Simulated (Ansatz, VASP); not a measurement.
# One calculation of Al, two programs

```
CELL_PARAMETERS angstrom
0.00000 2.02479 2.02479
2.02479 0.00000 2.02479
2.02479 2.02479 0.00000
ATOMIC_POSITIONS crystal
Al 0.00000 0.00000 0.00000
```

Alike in both runs: task relaxation of cell and atoms; functional PBEsol; k mesh 13 × 13 × 13; occupations fermi-dirac, width 0.1 eV; no spin polarisation.

```csv
,VASP,Ansatz
version,VASP 6.6.1,Ansatz 0.2.0
potentials or method,"VASP PAW PBE potentials, release 64 (Al)","plane waves (420 eV) with PAW, scalar-relativistic"
plane-wave cutoff (eV),600,420
valence electrons in the cell,3,3
```

|  | VASP | Ansatz | Ansatz less VASP |
| --- | --- | --- | --- |
| relaxed volume (Å³/atom) | 16.18 | 16.18 | -0.005 |
| relaxed cell length with the largest relative difference (Å) | 2.839 | 2.839 | -0.0003 |
| energy change over the relaxation (meV/atom) | -3 | -3 | -0.1 |

Ansatz warned: «pseudo_functional_mismatch».

Caveats: the PAW data sets were made with another functional, which shifts forces and pressure a little (VASP).
